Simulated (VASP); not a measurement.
Wanted: the native input for a VASP 6.6.1 run.

```yaml
Task: electric field gradients
Functional: PBE
Potentials_or_basis: VASP PAW PBE potentials, release 64 (Tl_d, Br)
Cutoff: 520 eV
k_mesh: 6 × 6 × 6
Occupations: fermi-dirac, width 0.01 eV
Spin: no spin polarisation
Dipole_correction: no
Further_INCAR_settings: ALGO = Fast; EDIFF = 1e-08; NBANDS = 17
```

The structure of TlBr lies in POSCAR:

```
TlBr
1.0
    3.9502976451      0.0000000000      0.0000000000
    0.0000000000      3.9502976451      0.0000000000
    0.0000000000      0.0000000000      4.0097000000
Tl Br
1 1
Direct
    0.0000000000      0.0000000000      0.0000000000
    0.5000000000      0.5000000000      0.5000000000
```

The cell isn't the ideal one: z stretched by +1 % at fixed volume, PAW files.

These files were run (other wordings do the same):

INCAR

```
PREC = Accurate ; ENCUT = 520
EDIFF = 1E-8 ; ISMEAR = -1
SIGMA = 0.01 ; LREAL = F
LASPH = T ; NELM = 80
ALGO = Fast ; ISIF = 2
LWAVE = F ; LCHARG = F
GGA = PE ; LEFG = T
NBANDS = 17
```

KPOINTS

```
Automatic mesh
0
Gamma
  6 6 6
```

Potentials or basis: VASP PAW PBE potentials, release 64 (Tl_d, Br).

Launch:

```sh
$ cat potpaw_PBE.64/Tl_d/POTCAR potpaw_PBE.64/Br/POTCAR > POTCAR
$ mpirun -np 1 vasp_std > vasp.out
```

It gave:

- Pressure: 1.4 GPa
- Band gap on the k mesh: 1.78 eV, indirect (least direct gap 1.83 eV)

Caveat: spin-orbit coupling is left out, which as a rule narrows the gap of such compounds by several tenths of an eV.

It took 24 s on 1 thread of Intel(R) Xeon(R) Platinum 8488C (Sapphire Rapids) (shared host), peak memory 0.18 GiB.
